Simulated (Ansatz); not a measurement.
NaCl: the gap against volume

NaCl, Pm-3m, a = 3.505 Å. This isn't the usual stable structure of the compound. Ansatz: PBE, PAW, 420 eV, Γ-centred 6×6×6 mesh on 2 atoms, Gaussian smearing 0.02 eV; no spin polarisation. Symmetry fixes shape and atoms, so the cell is only scaled; x = ln(V/V0) with V0 = 21.530 Å³/atom. The gap is read at the mesh points alone.

```tsv
x	gap y (eV)
-0.1278	4.442
-0.0943	4.309
-0.0619	4.186
-0.0305	4.074
0.0000	3.970
0.0296	3.875
0.0583	3.786
0.0953	?
```

**Question.** Fit a straight line to the other rows, give the volume deformation potential of the gap and its pressure coefficient, and predict the missing gap. B0 = 25.7 GPa.

**Answer.** Means x = -0.03237, y = 4.0917; Σ(Δx)² = 0.02693, ΣΔxΔy = -0.09479; the slope is their ratio. y = 3.9778 − 3.5203 x. The slope is the deformation potential a = dE_g/d ln V = -3.52 eV, and dE_g/dP = −a/B0 = 137 meV/GPa. With a term in x² added, the coefficient of x becomes -3.318, 6 % less, which shows how far this figure hangs on the form. At x = 0.0953 the fit asked for gives 3.642 eV. The run gave 3.677 eV, so the fit is 0.035 eV too low, 4.6 % of the span of the series, against an rms of 0.010 eV on the fitted rows. The row lies outside the fitted range. With a term in x² added, a fit to the same known rows predicts 3.680 eV, so most of the miss is curvature that the known rows already hold.

Semilocal functionals give gaps under the measured ones; changes of the gap mostly carry over better.